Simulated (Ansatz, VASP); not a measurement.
## LiCl in VASP and in Ansatz

```
CELL_PARAMETERS angstrom
0.00000 2.57570 2.57570
2.57570 0.00000 2.57570
2.57570 2.57570 0.00000
ATOMIC_POSITIONS crystal
Li 0.00000 0.00000 0.00000
Cl 0.50000 0.50000 0.50000
```

Alike in both runs: task relaxation of cell and atoms; functional PBE; k mesh 8 × 8 × 8; no spin polarisation.

|  | VASP | Ansatz |
| --- | --- | --- |
| version | VASP 6.6.1 | Ansatz 0.2.0 |
| potentials or method | VASP PAW PBE potentials, release 64 (Li_sv, Cl) | scalar-relativistic, plane waves, PAW |
| plane-wave cutoff (eV) | 600 | 420 |
| occupations | gaussian, width 0.01 eV | fixed |
| valence electrons in the cell | 10 | 10 |

```csv
,VASP,Ansatz,Ansatz less VASP
"gap on the k mesh at the Fermi level, each at its own relaxed structure (eV)",6.29,6.26,-0.031
relaxed volume (Å³/atom),17.02,17.08,+0.058
relaxed cell length with the largest relative difference (Å),3.638,3.642,+0.0041
```

Caveats: the cutoff is under 1.25 times the usual one of these potentials, so pressure, stress and relaxed cells hold a basis-set (Pulay) error (VASP). A k mesh can miss the band edges.
